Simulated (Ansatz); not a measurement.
# Na (simple hexagonal type): how the settings move a single-point run

Question: which choices in the input matter for Na (simple hexagonal type)?

Method: reference: DFT, PBE, all-electron PAW with datasets made for the crystal, scalar-relativistic, in Ansatz 0.2.0.

1 further run of the same task is left out (it didn't finish).

## (1) The system as given

Symmetry: P6/mmm, No. 191, hexagonal system. The conventional cell has a = 2.968 Å, b = 2.968 Å, c = 2.772 Å, α = 90.00°, β = 90.00°, γ = 120.00°. Na (site symmetry 6/mmm) is surrounded by 8 Na at 2.77 to 2.97 Å.

Coordinates:

```
CELL_PARAMETERS angstrom
2.96765 0.00000 0.00000
-1.48382 2.57006 0.00000
0.00000 0.00000 2.77247
ATOMIC_POSITIONS crystal
Na 0.00000 0.00000 0.00000
```

## (2) Reference

The input, input.yaml:

```yaml
crystal:
  lattice:
    - [2.9676470437, 0.0, 0.0]
    - [-1.4838235219, 2.5700577293, 0.0]
    - [0.0, 0.0, 2.7724700201]
  atoms:
    - { symbol: Na, position: [0.0, 0.0, 0.0] }
kpoints:
  mp_grid: { grid: [13, 13, 12] }
scf:
  occupations: { method: fermi_dirac, width: 0.08 }
hamiltonian:
  xc: pbe
  pseudopotentials: { kind: all_electron, datasets: crystal }
output:
  forces: true
  stress: true
  eigenvalues: true
```

Run with:

```
ansatz run input.yaml --threads 1 --pin off --max-ram 2048MiB --backend cpu --events-out ev --progress --plain --runs-dir out
```

## (3) Changing settings: dr2_threshold 1.0e-06, dispersion d3bj

input.yaml: that of step 2 with these lines changed.

```diff
@@ -11,2 +11,3 @@
   occupations: { method: fermi_dirac, width: 0.08 }
+  convergence: { dr2_threshold: 1.0e-06 }
 hamiltonian:
@@ -14,2 +15,3 @@
   pseudopotentials: { kind: all_electron, datasets: crystal }
+  dispersion: d3bj
 output:
```

## (4) Changing settings: xc pbesol, dispersion d4, xc_grid 2

input.yaml: that of step 2 with these lines changed.

```diff
@@ -12,4 +12,5 @@
 hamiltonian:
-  xc: pbe
+  xc: pbesol
   pseudopotentials: { kind: all_electron, datasets: crystal }
+  dispersion: d4
 output:
@@ -18 +19,3 @@
   eigenvalues: true
+basis:
+  xc_grid: 2
```

Before running it: what results should come out? Wanted: for each run, ending; energy change; pressure; gap; force.

The runs gave:

| run | ending | energy change | pressure (GPa) | gap (eV) | force (eV/Å) | cycles | time |
| --- | --- | --- | --- | --- | --- | --- | --- |
| reference | converged | 0 | 12.5 | 0.00 | 0.00 | 7 | 8.8 s |
| 1: dr2_threshold 1.0e-06, dispersion d3bj | converged | -271.6 meV/atom (offset of the dispersion model) | 10.4 | 0.00 | 0.00 | 6 | 8.4 s |
| 2: xc pbesol, dispersion d4, xc_grid 2 | converged | not comparable | 11.7 | 0.00 | 0.00 | 6 | 9.6 s |

Residual by cycle in the longest SCF loop of each run; runs are numbered as in the table. The quantity is the density residual dr2, in eV.

| cycle | reference | run 1 | run 2 |
| --- | --- | --- | --- |
| 1 | 0.0294 | 0.0294 | 0.033 |
| 2 | 0.016 | 0.016 | 0.0169 |
| 3 | 3.0e-4 | 3.0e-4 | 5.0e-4 |
| 4 | 2.3e-5 | 2.3e-5 | 6.4e-6 |
| 5 | 1.1e-6 | 1.3e-6 | 6.0e-7 |
| 6 | 1.3e-8 | 1.4e-8 | 7.7e-9 |
| 7 | 2.8e-11 | - | - |

What this shows: The pressure spans 10.4 to 12.5 GPa over the reference and the converged variants. The structure is not at rest: the sound run finds 12 GPa, so these are no properties of the relaxed crystal. 
